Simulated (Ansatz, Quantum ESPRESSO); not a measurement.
Moving the pressure in Al

The cell as given:

Symmetry: Im-3m, No. 229, cubic system. The conventional cell has a = 3.182 Å, b = 3.182 Å, c = 3.182 Å, α = 90.00°, β = 90.00°, γ = 90.00°. Al (site symmetry m-3m) is surrounded by 8 Al at 2.76 Å.

This isn't the form of Al at room conditions, which is fcc.

Kept alike: task relaxation of cell and atoms; functional PBEsol; k mesh 12 × 12 × 12; occupations fermi-dirac, width 0.05 eV; no spin polarisation. Program: Quantum ESPRESSO, GBRV 1.5 PBEsol, cutoff 707 eV. The mesh is that of the run's cell of 1 atom. No spin-orbit coupling.

| run | volume (Å³/atom) |
| --- | --- |
| A | 14.865 |
| B | 13.780 |
| C | 16.585 |
| D | 15.613 |
| E | 16.164 |

The relaxations keep at least the cell's symmetry (Im-3m). For a metal such a mesh leaves the last digits unconverged. Runs of this series that gave no sound value for these columns are left out. The runs follow the start's structure, whether or not it is the stable one at these pressures. P is the pressure aimed at, which the runs meet within some hundredths to tenths of a GPa.

Q: The runs differ in the pressure alone: 0; 2; 5; 10; 20 GPa. Which run is which?

A: Run A is 10 GPa; run B is 20 GPa; run C is 0 GPa; run D is 5 GPa; run E is 2 GPa. The volume falls from 16.585 to 13.780 Å³/atom between 0 and 20 GPa. The volume falls ever more slowly, since the solid stiffens under load. At the pressures aimed at, which the runs meet within some tenths of a GPa, the step from 0 to 5 GPa gives a mean bulk modulus near 83 GPa, the last step 132 GPa. A twin series (Ansatz, all-electron LAPW, scalar-relativistic) moves it by -2.8142 between 0 and 20, against -2.8050 Å³/atom here.
